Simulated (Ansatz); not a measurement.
Runs of Ansatz 0.2.0 on Sb. It takes space group I4/mmm (No. 139, tetragonal). The conventional cell has a = 3.153 Å, b = 3.153 Å, c = 5.424 Å, α = 90.00°, β = 90.00°, γ = 90.00°. Sb (site symmetry 4/mmm) has 12 Sb at 3.15 to 3.51 Å as nearest neighbours. This isn't the form of Sb at room conditions, which is rhombohedral.

| level | gap on the mesh (eV) | pressure (GPa) | relaxed volume (Å³/atom) |
| --- | --- | --- | --- |
| RPBE+D4 | none | 0.0 | 25.79 |
| PBEsol+D3(BJ) | none | 0.0 | (a) |
| revPBE+D3(BJ) | none | 0.0 | 25.58 |
| PBEsol+D4 | none | 0.0 | 25.57 |
| revPBE+D4 | none | 0.0 | (b) |

Alike in all rows: task relaxation of cell and atoms; potentials or basis Ansatz PAW; no spin polarisation; cell relaxed; k mesh 12 × 12 × 12; cutoff (eV) 420; smearing fermi-dirac 0.05 eV.

Task: Fill in the values left out.

Result: (a) 25.07; (b) 25.94.

Caveats: the plane-wave basis is chosen anew once the cell has moved, so the energies of steps on either side of that aren't comparable; pairwise dispersion overbinds metals, which lowers pressure and volume; the PAW data sets come from PBE, with cores solved anew for the run's functional, which leaves a small shift of forces and pressure.

A k mesh can miss the band edges, and the runs leave out spin-orbit coupling on Sb.

A gap of «none» marks a metal or a gap under the smearing width.

Runs at the PBE level aren't shown here.
